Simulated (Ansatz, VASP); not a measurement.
## Two plane-wave programs on MgO

```
Mg O
1.0
     0.00000    2.13515    2.13515
     2.10312    0.00000    2.13515
     2.10312    2.13515    0.00000
Mg O
1 1
Cartesian
  0.0000 0.0000 0.0000
  2.1031 2.1351 2.1351
```

Change from the starting cell: strain -0.0150 x Voigt [1, 0, 0, 0, 0, 0], atoms carried along.

Alike in both runs: task single point; functional PBEsol; k mesh 10 × 10 × 10; occupations gaussian, width 0.05 eV; no spin polarisation.

```csv
,VASP,Ansatz
version,VASP 6.6.1,Ansatz 0.2.0
potentials or method,"VASP PAW PBE potentials, release 64 (Mg, O)","scalar-relativistic, plane waves, PAW"
plane-wave cutoff (eV),520,420
valence electrons in the cell,8,16
```

|  | VASP | Ansatz | Ansatz less VASP |
| --- | --- | --- | --- |
| gap on the k mesh at the Fermi level (eV) | 4.37 | 4.37 | 0.000 |
| least direct gap on the mesh (eV) | 4.37 | 4.37 | 0.000 |
| pressure (GPa) | -4.2 | -3.6 | +0.55 |
| largest component of the traceless stress (GPa) | 1.83 | 1.82 | -0.010 |

The two sets of potentials don't hold the same shells in valence.

Caveats: the PAW data sets were made with another functional, which shifts forces and pressure a little (VASP).
